At 10.430 Å³/atom the band gap is 3.312 eV, and in the next row, at a slightly larger volume, it is 3.315 eV. Everywhere else in the table the larger cell has the smaller gap. The odd row differs in shape: its cell is sheared, whereas most of the others are cubic. Shear splits the three equal levels at the top of the valence band and pushes one of them up, which narrows every gap measured from there. Both gaps in this row do lie about 0.01 eV below the trend of the cubic cells. The band edges of the runs show which side moved: the valence top of the sheared cell lies above the trend of the cubic cells, while its empty level at X lies on the trend. A rule based on volume is blind to this effect.

Ansatz 0.2.0, PBE with plane waves and PAW (cutoff 420 eV, 10×10×10 k mesh), without spin polarisation or spin–orbit coupling, for strained cells of zincblende AlN with ions relaxed in r2SCAN. Gaps are the least found on the mesh, at named k points and on any paths between them; a direct gap has both levels at the same k point.

```
volume (Å³/atom)  shortest distance (Å)  band gap (eV)  least direct gap (eV)
           9.519                  1.835          3.368                  5.003
          10.160                  1.876          3.339                  4.408
          10.262                  1.882          3.334                  4.319
          10.430                  1.891          3.312                  4.162
          10.461                  1.894          3.315                  4.145
          10.816                  1.915          3.304                  3.859
          10.881                  1.919          3.301                  3.808
          11.500                  1.955          3.267                  3.344
          11.726                  1.967          3.185                  3.185
          12.133                  1.990          2.910                  2.910
```

**From 9.519 to 11.500 Å³/atom**

In this stretch the two gap columns behave like two different materials. The band gap drifts down by 0.10 eV, while the least direct gap falls by 1.66 eV. Both start from the valence top at Γ, where the electron wave has the same phase in every cell. The direct gap ends on the empty level at Γ. The band gap ends on the one at X, where the wave changes sign from one layer of Al atoms to the next.

The steep fall belongs to an antibonding state. In the lowest empty level at Γ, the s orbital of each Al atom is out of phase with the s orbitals of all four N neighbours. This opposition costs energy, and the cost shrinks as the atoms move apart. The valence top is a bonding state, mainly N 2p, and it loses some of its stabilisation at the same time. The two edges therefore approach each other.

At X the geometry works differently. Each N atom has two Al neighbours in the layer above and two in the layer below, and these pairs carry opposite signs. Their s orbitals therefore cancel at the N s orbital, and the coupling that moves the lowest empty level at Γ is gone. Coupling between s and p orbitals remains, so the argument suggests why X should be quieter than Γ but does not give its small slope. That has to be read from the calculation.

The level lists of the same runs keep this explanation honest. Between 10.262 and 11.500 Å³/atom the lowest empty level at Γ comes 0.98 eV closer to the valence top, and a higher, threefold empty level at Γ comes 1.10 eV closer. That second level is p-like and has no coupling between s orbitals to lose, yet it falls steeply. The absence of this coupling is therefore not enough to make a level quiet. It can be only part of the reason why the level at X moves by no more than 0.07 eV.

**The rule, tried at 10.816 Å³/atom**

Couplings between neighbouring s and p orbitals weaken roughly as 1/d², where d is the bond length, and kinetic energies scale in the same way. This suggests a straight line in 1/d² for each gap. Theory does not guarantee one, because a gap need not be proportional to a coupling. With d₀ = 1.955 Å, the bond length at 11.500 Å³/atom, the rule reads

t = (d₀/d)² − 1

direct gap ≈ 3.34 eV + 12.35 eV × t

Γ–X gap ≈ 3.27 eV + 0.75 eV × t

The smaller of the two is the band gap. All the constants come from two cubic rows, 9.519 and 11.500. The factors before t are fitted slopes, not energies of atoms.

At 10.816 Å³/atom the bond length is 1.915 Å, so t is 0.042. The direct gap becomes 3.34 + 0.52 = 3.86 eV and the Γ–X gap 3.27 + 0.03 = 3.30 eV. The Γ–X gap is the smaller, so the crystal is indirect with a gap of 3.30 eV, as calculated. This row played no part in setting the constants, but it lies between the two that did.

**From 11.500 to 12.133 Å³/atom**

Now the band gap seems to break its habit. After drifting for eight rows it drops sharply, and in the last two rows it equals the least direct gap. Nothing abrupt happens to the bonds. The level at Γ has been falling all along and has finally passed the level at X, so the column has changed from one state to the other.

The rule locates this crossing. At 11.500 Å³/atom the two gaps are only 0.08 eV apart, and each further percent of bond length brings them about 0.23 eV closer. Bonds longer by a third of a percent are enough, which puts the crossing near 11.6 Å³/atom. The table brackets it between 11.500 and 11.726.

The last row is the harder test, because its bonds are almost 2 % longer than any used to set the constants. With d = 1.990 Å, t is −0.035. The direct gap is then 3.34 − 0.43 = 2.91 eV and the Γ–X gap 3.27 − 0.03 = 3.24 eV. Now the direct gap is the smaller, and 2.91 eV is also the calculated value. Whoever had followed only the gentle slope of the earlier rows would have been 0.33 eV too high.

The crossing lies far from the unstrained crystal. In these runs the band gap turns direct once the tension, equal in all directions, passes a value somewhere between 12 and 15 GPa. A film on a substrate is strained mainly in its plane, which also changes the shape of the cell and splits levels, as in the sheared row. For such a film the rule covers only the part of the strain that changes the volume.

**How far to trust it**

With unrounded constants, the rule reproduces the calculated band gap to within 0.008 eV over the whole table. That is small beside a gap of about 3 eV, but not beside the 0.10 eV by which the Γ–X gap drifts. Its largest error for the direct gap, 0.013 eV, falls on the sheared row. An alternative, a constant deformation potential, makes the gap linear in the logarithm of the volume; drawn through the same two rows, it misses the direct gap by up to 0.04 eV. The output below gives the misses of the 1/d² rule row by row, and the largest miss of the logarithmic one.

These errors are measured against PBE, which is known to make the gaps of semiconductors and insulators such as AlN much too small. A better method would raise both gaps, and if it raised them unequally the crossing would shift. In the zincblende form the slope of the direct gap is tested for bonds between 1.835 and 1.990 Å, that of the Γ–X gap only up to 1.955 Å, because the table does not list the X level beyond the crossing. Wurtzite, the stable form of AlN, already has a direct gap and needs constants of its own.

For a quick estimate near the crossing, start from the two gaps at 11.500 Å³/atom and take 0.24 eV off the direct gap and 0.015 eV off the Γ–X gap for each percent by which the bonds lengthen. Then compare the two, because the smaller one is the band gap.

Numerical output:

```
Rule against the calculation:
     row  bond length from volume (Å)  (d0/d)^2 - 1  direct gap by rule (eV)  its miss (meV)  Γ-X gap by rule (eV)  gap by rule (eV)  its miss (meV)
   9.519                        1.835        0.1343                    5.003               0                 3.368             3.368               0
   10.16                        1.876        0.0861                    4.407         -0.6254                 3.332             3.332          -7.262
  10.262                        1.882       0.07889                    4.318         -0.6595                 3.326             3.326          -7.682
   10.43                        1.892       0.06727                    4.175           12.87                 3.318             3.318           5.583
  10.461                        1.894       0.06516                    4.149           3.813                 3.316             3.316           0.997
  10.816                        1.915       0.04173                    3.859          0.3591                 3.298             3.298          -5.625
  10.881                        1.919       0.03757                    3.808         0.06953                 3.295             3.295          -5.747
    11.5                        1.955             0                    3.344               0                 3.267             3.267               0
  11.726                        1.967      -0.01289                    3.185         -0.2063                 3.257             3.185         -0.2063
  12.133                         1.99      -0.03509                    2.911           0.607                 3.241             2.911           0.607
constant of the direct gap (eV): 12.35
constant of the Γ-X gap (eV): 0.7519
fall of the direct gap for 1 % longer bonds from the anchor (eV): 0.2434
fall of the Γ-X gap for 1 % longer bonds from the anchor (eV): 0.01482
worked row 10.816, change of the direct gap from the anchor (eV): 0.5154
worked row 10.816, change of the Γ-X gap from the anchor (eV): 0.03138
worked row 12.133, change of the direct gap from the anchor (eV): -0.4334
worked row 12.133, change of the Γ-X gap from the anchor (eV): -0.02638
largest miss of the direct gap, 1/d^2 rule (meV): 12.87
largest miss of the direct gap, ln V rule with the same anchors (meV): 38.98
largest miss of the gap by the full rule (meV): 7.682
error at the largest volume if only the Γ-X line is followed (eV): 0.3306
crossing volume from the two anchors (Å³/atom): 11.62
crossing volume if calibrated on rows 10.262 and 10.816 (Å³/atom): 11.61
fall of the single conduction level at Γ from 10.262 to 11.500 (eV): 0.9756
fall of the threefold conduction level at Γ from 10.262 to 11.500 (eV): 1.099
fall of the X level from 10.262 to 11.500 (eV): 0.067
```
